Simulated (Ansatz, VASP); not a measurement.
## One calculation of Sn, two programs

Contents of INCAR:

```
PREC = Accurate ; ENCUT = 520
EDIFF = 1E-6 ; ISMEAR = 0
SIGMA = 0.1 ; LREAL = F
LASPH = T ; NELM = 100
ALGO = Normal ; ISIF = 2
LWAVE = F ; LCHARG = F
GGA = PS ; NBANDS = 21
```

File KPOINTS:

```
Automatic mesh
0
Gamma
  6 6 6
```

Contents of POSCAR:

```
Sn
1.0
    0.0000000000      3.2849869970      3.2849869970
    3.2849869970      0.0000000000      3.2849869970
    3.2849869970      3.2849869970      0.0000000000
Sn
2
Direct
    0.0000000000      0.0000000000      0.0000000000
    0.2500000000      0.2500000000      0.2500000000
```

Input for Ansatz:

```yaml
crystal:
  lattice:
    - [0.0, 3.284986997, 3.284986997]
    - [3.284986997, 0.0, 3.284986997]
    - [3.284986997, 3.284986997, 0.0]
  atoms:
    - { symbol: Sn, position: [0.0, 0.0, 0.0] }
    - { symbol: Sn, position: [0.25, 0.25, 0.25] }
basis:
  ecutwfc: 420
kpoints:
  mp_grid: { grid: [6, 6, 6] }
hamiltonian:
  xc: pbesol
scf:
  occupations: { method: gaussian, width: 0.1 }
output:
  forces: true
  stress: true
  eigenvalues: true
```

This isn't the form of Sn at room conditions, which is tetragonal (white tin).

Alike in both runs: task single point; functional PBEsol; k mesh 6 × 6 × 6; occupations gaussian, width 0.1 eV; no spin polarisation.

|  | VASP | Ansatz |
| --- | --- | --- |
| version | VASP 6.6.1 | Ansatz 0.2.0 |
| potentials or method | VASP PAW PBE potentials, release 64 (Sn_d) | scalar-relativistic, plane waves, PAW |
| plane-wave cutoff (eV) | 520 | 420 |
| valence electrons in the cell | 28 | 28 |

```csv
,VASP,Ansatz,Ansatz less VASP
gap on the k mesh at the Fermi level (eV),none,none,-
pressure (GPa),-0.6,-0.5,+0.06
```

A gap of «none» marks a metal or a gap that the smearing closes.

Caveats: the PAW data sets were made with another functional, which shifts forces and pressure a little (VASP).
